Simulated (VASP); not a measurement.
# Ru in VASP: notebook, part 2 of 2

VASP 6.6.1. The steps go on from the part before.

## Step 3: Relaxation of the atoms, PBE

The input, INCAR:

```
PREC = Accurate
ENCUT = 520
EDIFF = 1E-6
ISMEAR = 1
SIGMA = 0.1
LREAL = False
LASPH = True
NELM = 80
ALGO = Normal
ISIF = 2
LWAVE = False
LCHARG = False
LDIPOL = True
IDIPOL = 3
DIPOL = 0.5 0.5 0.500
GGA = PE
IBRION = 2
NSW = 80
EDIFFG = -0.02
LUSENCCL = False
```

The input, KPOINTS:

```
Automatic mesh
0
Gamma
  14 9 1
```

The input, POSCAR:

```
Ru
1.0
    2.7179493500      0.0000000000      0.0000000000
    0.0000000000      4.3005680000      0.0000000000
    0.0000000000      0.0000000000     27.5536692700
Ru
12
Direct
    0.9999995700      0.7500000000      0.2721960500
    0.5000005900      0.2500000000      0.3006716000
    0.4999996300      0.7500000000      0.3576225200
    0.0000006400      0.2500000000      0.3860980700
    0.9999996800      0.7500000000      0.4430489900
    0.5000007000      0.2500000000      0.4715245400
    0.4999997300      0.7500000000      0.5284754600
    0.0000007500      0.2500000000      0.5569510100
    0.9999997900      0.7500000000      0.6139019300
    0.5000008000      0.2500000000      0.6423774800
    0.4999998400      0.7500000000      0.6993284000
    0.0000008600      0.2500000000      0.7278039500
```

Potentials or basis: VASP PAW PBE potentials, release 64 (Ru_pv).

Started as:

```
$ cat potpaw_PBE.64/Ru_pv/POTCAR > POTCAR
$ mpirun -np 1 vasp_std > vasp.out
```

OUTCAR:

```text
PREC = Accurate
   ENCUT = 520
   EDIFF = 1E-6
   ISMEAR = 1
   LREAL = False
   LASPH = True
   NELM = 80
   ISIF = 2
   GGA = PE
   IBRION = 2
   NSW = 80
   EDIFFG = -0.02

 ion  position               nearest neighbor table
   1  1.000  0.750  0.272-   2 2.66   2 2.66   2 2.66   2 2.66   3 2.72   3 2.72
   2  0.500  0.250  0.301-   3 2.66   3 2.66   1 2.66   1 2.66   1 2.66   1 2.66   4 2.72   4 2.72

   3  0.500  0.750  0.358-   2 2.66   2 2.66   4 2.66   4 2.66   4 2.66   4 2.66   1 2.72   5 2.72
                             5 2.72   1 2.72
   4  0.000  0.250  0.386-   5 2.66   5 2.66   3 2.66   3 2.66   3 2.66   3 2.66   6 2.72   2 2.72
                             2 2.72   6 2.72
   5  1.000  0.750  0.443-   4 2.66   4 2.66   6 2.66   6 2.66   6 2.66   6 2.66   3 2.72   7 2.72
                             7 2.72   3 2.72
   6  0.500  0.250  0.472-   7 2.66   7 2.66   5 2.66   5 2.66   5 2.66   5 2.66   4 2.72   8 2.72
                             8 2.72   4 2.72
   7  0.500  0.750  0.528-   6 2.66   6 2.66   8 2.66   8 2.66   8 2.66   8 2.66   9 2.72   5 2.72
[... 609 lines left out ...]

 k-point     1 :       0.0000    0.0000    0.0000
  band No.  band energies     occupation
      1     -39.4300      2.00000
      2     -39.3968      2.00000
      3     -39.2675      2.00000
      4     -39.2355      2.00000
      5     -39.1830      2.00000
      6     -39.1141      2.00000
[... 2365 lines left out ...]
     95       5.8942     -0.00000
     96       5.9158     -0.00000

 [... further k-points ...]

 [bands above 96 left out]

------------------------ aborting loop because EDIFF is reached ----------------------------------------

 vacuum level on the upper side and lower side of the slab       (xc-potential included)        -0.014        -0.014

  FORCE on cell =-STRESS in cart. coord.  units (eV):
  Direction    XX          YY          ZZ          XY          YZ          ZX
  --------------------------------------------------------------------------------------
  -------------------------------------------------------------------------------------
  Total       -3.7208807     -3.7602830     -0.1024216      0.0000000      0.0000000      0.0000000
  in kB      -18.5101404    -18.7061537     -0.5095133      0.0000000      0.0000000      0.0000000
  external PRESSURE =     -12.5752692 kB  Pullay stress =       0.0000000 kB
[... 27 lines left out ...]
  FREE ENERGIE OF THE ION-ELECTRON SYSTEM (eV)
  ---------------------------------------------------
  free  energy   TOTEN  =      -106.4261172991 eV

  energy  without entropy=     -106.4163317746  energy(sigma->0) =     -106.42285546

 reached required accuracy - stopping structural energy minimisation

 vacuum level on the upper side and lower side of the slab         8.948         8.948
```

OSZICAR:

```text
N       E                     dE             d eps       ncg     rms          rms(c)
[... 125 lines left out ...]
DAV:   4    -0.106426412910E+03    0.23187E-02   -0.61902E-03  9976   0.515E-01    0.167E-01
DAV:   5    -0.106426218388E+03    0.19452E-03   -0.13932E-03  9936   0.286E-01    0.112E-01
DAV:   6    -0.106426204141E+03    0.14248E-04   -0.56127E-04  9964   0.181E-01    0.917E-02
DAV:   7    -0.106426122020E+03    0.82121E-04   -0.31389E-04  9816   0.139E-01    0.341E-02
DAV:   8    -0.106426119174E+03    0.28466E-05   -0.34953E-05  9220   0.382E-02    0.172E-02
DAV:   9    -0.106426118707E+03    0.46669E-06   -0.11969E-05  8796   0.259E-02    0.144E-02
DAV:  10    -0.106426117007E+03    0.17002E-05   -0.61575E-06  8052   0.179E-02    0.376E-03
DAV:  11    -0.106426117299E+03   -0.29245E-06   -0.15347E-06  4764   0.909E-03
   9 F= -.10642612E+03 E0= -.10642286E+03  d E =-.104877E-02
```

CONTCAR:

```text
Ru
    1.000000000000000
     2.7179493500000000    0.0000000000000000    0.0000000000000000
     0.0000000000000000    4.3005680000000002    0.0000000000000000
     0.0000000000000000    0.0000000000000000   27.5536692700000003
  Ru
    12
Direct
     0.9999995699999999    0.7500000000000000    0.2761148304006292
     0.5000005899999991    0.2500000000000000    0.3005235805877489
     0.4999996299999978    0.7500000000000000    0.3572505154113197
     0.0000006400000032    0.2500000000000000    0.3856138842068790
     0.9999996800000019    0.7500000000000000    0.4431431606036664
     0.5000007000000011    0.2500000000000000    0.4714630576954349
     0.4999997299999990    0.7500000000000000    0.5285369423045652
     0.0000007499999981    0.2500000000000000    0.5568568393963337
     0.9999997899999968    0.7500000000000000    0.6143861157931210
     0.5000008000000022    0.2500000000000000    0.6427494845886802
     0.4999998400000010    0.7500000000000000    0.6994764194122511
     0.0000008600000001    0.2500000000000000    0.7238851695993709

  0.00000000E+00  0.00000000E+00  0.00000000E+00
  0.00000000E+00  0.00000000E+00  0.00000000E+00
  0.00000000E+00  0.00000000E+00  0.00000000E+00
  0.00000000E+00  0.00000000E+00  0.00000000E+00
  0.00000000E+00  0.00000000E+00  0.00000000E+00
  0.00000000E+00  0.00000000E+00  0.00000000E+00
  0.00000000E+00  0.00000000E+00  0.00000000E+00
  0.00000000E+00  0.00000000E+00  0.00000000E+00
  0.00000000E+00  0.00000000E+00  0.00000000E+00
  0.00000000E+00  0.00000000E+00  0.00000000E+00
  0.00000000E+00  0.00000000E+00  0.00000000E+00
  0.00000000E+00  0.00000000E+00  0.00000000E+00
```

Run time: 1.7 h. Hardware: 1 × NVIDIA H100 80GB with 1 thread of AMD EPYC 7R13 (Zen 3), shared host; peak memory 1.9 GiB.

Results:

```yaml
Free_energy: -106.4261 eV
Energy_gained_by_relaxing: 8.9 meV/atom
Ionic_steps: 9
Largest_force_after_relaxing: 0.011 eV/Å
Band_gap_on_the_k_mesh: none (metal or under the smearing width)
```

Forces on the atoms (eV/Å):
```
Ru   0.000  0.000 -0.008
Ru   0.000  0.000  0.011
Ru   0.000  0.000 -0.011
Ru   0.000  0.000 -0.002
Ru   0.000  0.000  0.007
Ru   0.000  0.000  0.003
Ru   0.000  0.000 -0.003
Ru   0.000  0.000 -0.007
Ru   0.000  0.000  0.002
Ru   0.000  0.000  0.011
Ru   0.000  0.000 -0.011
Ru   0.000  0.000  0.008
```

The path:
```tsv
step	energy change (eV)	largest force (eV/Å)	pressure (GPa)
1	0.0000	0.8903	-2.84
2	-0.0787	0.4546	-2.32
3	-0.0983	0.1961	-1.83
4	-0.1033	0.0791	-1.74
5	-0.1040	0.0457	-1.69
6	-0.1048	0.0416	-1.62
7	-0.1057	0.0758	-1.45
8	-0.1063	0.0523	-1.38
9	-0.1067	0.0114	-1.26
```

Final structure:
```
CELL_PARAMETERS angstrom
2.71795 0.00000 0.00000
0.00000 4.30057 0.00000
0.00000 0.00000 27.55367
ATOMIC_POSITIONS crystal
Ru 0.00000 0.75000 0.27611
Ru 0.50000 0.25000 0.30052
Ru 0.50000 0.75000 0.35725
Ru 0.00000 0.25000 0.38561
Ru 0.00000 0.75000 0.44314
Ru 0.50000 0.25000 0.47146
Ru 0.50000 0.75000 0.52854
Ru 0.00000 0.25000 0.55686
Ru 0.00000 0.75000 0.61439
Ru 0.50000 0.25000 0.64275
Ru 0.50000 0.75000 0.69948
Ru 0.00000 0.25000 0.72389
```

Levels at points of the mesh, in eV from the Fermi level:
```tsv
k point	band 82	band 83	band 84	band 85	band 86	band 87
(0.00, 0.00, 0.00)	-1.08	-0.93	-0.91	-0.87	-0.72	-0.59
(0.50, 0.00, 0.00)	0.26	0.77	0.96	1.20	1.30	1.36
```

## Step 4: Single point, PBE

The input, INCAR:

```
  PREC = Accurate
  ENCUT = 520
  EDIFF = 1E-6
  ISMEAR = 1
  SIGMA = 0.1
  LREAL = False
  LASPH = True
  NELM = 80
  ALGO = Fast
  ISIF = 2
  LWAVE = False
  LCHARG = False
  LDIPOL = True
  IDIPOL = 3
  DIPOL = 0.5 0.5 0.500
  GGA = PE
  NBANDS = 96
  LVHAR = True
  LVACPOTAV = True
  ICORELEVEL = 1
  LUSENCCL = False
```

KPOINTS is that of step 3.

The input, POSCAR:

```
Ru                                      
1.0
    2.7179493500      0.0000000000      0.0000000000
    0.0000000000      4.3005680000      0.0000000000
    0.0000000000      0.0000000000     27.5536692700
  Ru            
    12
Direct
     0.9999995699999999    0.7500000000000000    0.2761148304006292
     0.5000005899999991    0.2500000000000000    0.3005235805877489
     0.4999996299999978    0.7500000000000000    0.3572505154113197
     0.0000006400000032    0.2500000000000000    0.3856138842068790
     0.9999996800000019    0.7500000000000000    0.4431431606036664
     0.5000007000000011    0.2500000000000000    0.4714630576954349
     0.4999997299999990    0.7500000000000000    0.5285369423045652
     0.0000007499999981    0.2500000000000000    0.5568568393963337
     0.9999997899999968    0.7500000000000000    0.6143861157931210
     0.5000008000000022    0.2500000000000000    0.6427494845886802
     0.4999998400000010    0.7500000000000000    0.6994764194122511
     0.0000008600000001    0.2500000000000000    0.7238851695993709
```

Started as:

```
$ cat potpaw_PBE.64/Ru_pv/POTCAR > POTCAR
$ mpirun -np 1 vasp_std > vasp.out
```

Run time: 26 min. Hardware: 1 × NVIDIA H100 80GB with 1 thread of AMD EPYC 7R13 (Zen 3), shared host; peak memory 1.9 GiB.

Results (log left out):

```yaml
Free_energy: -106.4261 eV
Largest_force: 0.011 eV/Å
Band_gap_on_the_k_mesh: none (metal or under the smearing width)
Work_function_of_the_upper_face: 4.78 eV
Work_function_of_the_lower_face: 4.78 eV
```

Forces in eV/Å, atoms in the order of the input:
```
Ru   0.000  0.000 -0.008
Ru   0.000  0.000  0.011
Ru   0.000  0.000 -0.011
Ru   0.000  0.000 -0.002
Ru   0.000  0.000  0.007
Ru   0.000  0.000  0.002
Ru   0.000  0.000 -0.002
Ru   0.000  0.000 -0.007
Ru   0.000  0.000  0.002
Ru   0.000  0.000  0.011
Ru   0.000  0.000 -0.011
Ru   0.000  0.000  0.008
```

Levels at points of the mesh, in eV from the Fermi level:
```csv
k point,band 80,band 81,band 82,band 83,band 84,band 85,band 86,band 87,band 88,band 89
"(0.00, 0.00, 0.00)",-1.35,-1.15,-1.08,-0.93,-0.91,-0.87,-0.72,-0.59,-0.08,0.23
"(0.50, 0.00, 0.00)",-0.04,0.14,0.26,0.77,0.96,1.20,1.30,1.36,1.41,1.44
```

Core levels (eV, on the scale of the bands):
```csv
atom,levels
1 Ru,"1s -21925.8, 2s -3146.1, 2p -2816.6, 3s -547.8, 3p -439.6, 3d -265.5, 4s -68.5"
2 Ru,"1s -21926.0, 2s -3146.4, 2p -2816.9, 3s -548.1, 3p -439.8, 3d -265.8, 4s -68.7"
3 Ru,"1s -21926.2, 2s -3146.6, 2p -2817.1, 3s -548.3, 3p -440.1, 3d -266.1, 4s -68.9"
4 Ru,"1s -21926.2, 2s -3146.5, 2p -2817.1, 3s -548.2, 3p -440.0, 3d -266.0, 4s -68.8"
5 Ru,"1s -21926.1, 2s -3146.5, 2p -2817.0, 3s -548.1, 3p -439.9, 3d -265.9, 4s -68.8"
6 Ru,"1s -21926.1, 2s -3146.5, 2p -2817.0, 3s -548.1, 3p -439.9, 3d -265.9, 4s -68.8"
```
